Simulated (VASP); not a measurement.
Wanted: the native input for a VASP 6.6.1 run.

```
Task                   : single point
Functional             : PBE
Potentials or basis    : VASP PAW PBE potentials, release 64 (C, H)
Cutoff                 : 400 eV
k mesh                 : 1 × 1 × 1
Occupations            : gaussian, width 0.01 eV
Spin                   : no spin polarisation
Further INCAR settings : ALGO = Normal; EDIFF = 1e-06; ISYM = 0
```

The structure of C2H6 lies in POSCAR:

```
H3C                                     
1.0
   13.0840340850      0.0000000000      0.0000000000
    0.0000000000     13.5840340850      0.0000000000
    0.0000000000      0.0000000000     14.0840340850
  C               H             
     2     6
Selective dynamics
Direct
     0.5570134924999977    0.5127778825000036    0.5059189571000005   F   F   F
     0.4426308667095384    0.4945297837126411    0.4940493742681503   T   T   T
     0.5739209319278776    0.5510391181925590    0.5729630530340667   T   T   T
     0.6004582586304544    0.4434257702497713    0.5062483198291243   T   T   T
     0.5876875541756456    0.5583983892697121    0.4479938680640780   T   T   T
     0.4121626373523776    0.4488865035174814    0.5520661097351540   T   T   T
     0.4259463338658489    0.4562611601942023    0.4269380354570094   T   T   T
     0.3993767811004090    0.5640020761436628    0.4937415853718801   T   T   T
```

One way to write it, as run:

INCAR

```
SYSTEM = H3C
ALGO = Normal
EDIFF = 1E-6
ENCUT = 400
GGA = PE
ISIF = 2
ISMEAR = 0
ISYM = 0
LASPH = .True.
LCHARG = .False.
LREAL = .False.
LWAVE = .False.
NELM = 100
PREC = Accurate
SIGMA = 0.01
```

KPOINTS

```
k-points
0
Gamma
  1 1 1
  0 0 0
```

Potentials or basis: VASP PAW PBE potentials, release 64 (C, H).

Launch:

```sh
$ cat potpaw_PBE.64/C/POTCAR potpaw_PBE.64/H/POTCAR > POTCAR
$ mpirun -np 1 vasp_gam > vasp.out
```

Results of the run:

| Quantity | Value |
| --- | --- |
| Largest force | 0.057 eV/Å |
| Gap between the frontier levels | 7.57 eV |

Wall time 110 s on 1 thread of Intel(R) Xeon(R) Platinum 8488C (Sapphire Rapids) (shared host), peak memory 1.2 GiB.
